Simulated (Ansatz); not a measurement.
FeCo, DFT, PBE, PAW with Ansatz's default frozen-core files, scalar-relativistic (Ansatz 0.2.0), run on 1 thread of Arm Neoverse V1 on a shared host.

The geometry is COD entry 9004229, unchecked; take it as a test cell. The listed cell was then made from it by scaling, straining or moving an atom.

Command: `ansatz run input.yaml --threads 1 --pin off --max-ram 3072MiB --backend cpu --events-out ev --progress --plain --runs-dir out`

```yaml
crystal:
  lattice:
    - [2.8329904615, 0.0, 0.0]
    - [0.0, 2.8329904615, 0.0]
    - [0.0, 0.0, 2.8329904615]
  atoms:
    - { symbol: Fe, position: [0.5, 0.5, 0.5], spin: 3.0 }
    - { symbol: Co, position: [0.0, 0.0, 0.0], spin: 2.0 }
magnetization:
  spin_polarized: true
kpoints:
  mp_grid: { grid: [11, 11, 11] }
scf:
  occupations: { method: fermi_dirac, width: 0.05 }
hamiltonian:
  xc: pbe
  pseudopotentials: { kind: paw }
output:
  forces: true
  stress: true
  eigenvalues: true
  efg: { contact_densities: true }
  write_density: true
  write_potential: true
  elf: true
  volumetric_format: npy
```

(1) How large is the problem that the program sets up?

(2) Estimate the wall time and the peak memory.

(3) And the same cell and mesh by all-electron LAPW, asked for forces, stress, eigenvalues, on the same hardware?

Results:

(1) 56 irreducible k-points, 461 plane waves at Γ, 23 bands.

(2) 9.2 s of wall time for 12 SCF iterations, with a peak of 0.41 GiB. Times on shared machines scatter by tens of per cent.

(3) 35 s, peak memory 0.47 GiB.
